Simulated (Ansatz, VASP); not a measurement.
Two plane-wave programs on SiO2

```
Si O
1.0
    -2.63631    2.63631    3.73257
     2.63631   -2.63631    3.73257
     2.63631    2.63631   -3.73257
Si O
2 4
Direct
  0.50000 0.50000 0.00000
  0.25000 0.75000 0.50000
  0.87499 0.62500 0.25000
  0.37500 0.12501 0.75000
  0.37500 0.62500 0.25000
  0.37500 0.62500 0.75000
```

Alike in both runs: functional PBE; k mesh 6 × 6 × 6; occupations gaussian, width 0.1 eV; no spin polarisation.

Ansatz relaxed the structure, and its values are those at the end. VASP's run is a single point on that final structure, the one shown.

```csv
,VASP,Ansatz
version,VASP 6.6.1,Ansatz 0.2.0
potentials or method,"VASP PAW PBE potentials, release 64 (Si, O)","scalar-relativistic, plane waves, PAW"
plane-wave cutoff (eV),520,420
valence electrons in the cell,32,32
```

```csv
,VASP,Ansatz,Ansatz less VASP
gap on the k mesh at the Fermi level (eV),5.37,5.37,+0.002
least direct gap on the mesh (eV),5.38,5.38,+0.002
pressure (GPa),0.1,0.1,-0.02
```

The functional is the same, so the differences come from potentials, cutoffs and numerics.

A k mesh can miss the band edges.
